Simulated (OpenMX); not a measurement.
ZnSe (Stilleite):

```
CELL_PARAMETERS angstrom
0.00000 2.83380 2.83380
2.83380 0.00000 2.83380
2.83380 2.83380 0.00000
ATOMIC_POSITIONS crystal
Se 0.75000 0.75000 0.75000
Zn 0.00000 0.00000 0.00000
```

Base run:

```yaml
Program: OpenMX 3.8.5
Functional: PBE
Potentials_or_basis: OpenMX 2013 PBE set, Se7.0-s3p2d2, Zn6.0H-s3p2d2, grid cutoff 500 Ry
k_mesh: 9 × 9 × 9
Occupations: fermi-dirac, width 0.05 eV
Spin: no spin polarisation
```

Its results: band gap on the k mesh 1.61 eV, direct; pressure 4.8 GPa.

Task: The run is repeated on the same cell with these changes: potentials or basis from OpenMX 2013 PBE set, Se7.0-s3p2d2, Zn6.0H-s3p2d2, grid cutoff 500 Ry to OpenMX 2013 PBE set, Se8.0-s3p2d2, Zn8.0S-s3p2d1, grid cutoff 500 Ry; valence electrons from 26 to 18. What comes out?

Result: Band gap on the k mesh 1.51 eV, direct; pressure 2.2 GPa.

Caveats: the basis of atomic orbitals isn't converged, which shifts pressures, moduli and gaps; the transition metal has a single d function, too few for pressures, volumes and moments (some runs).

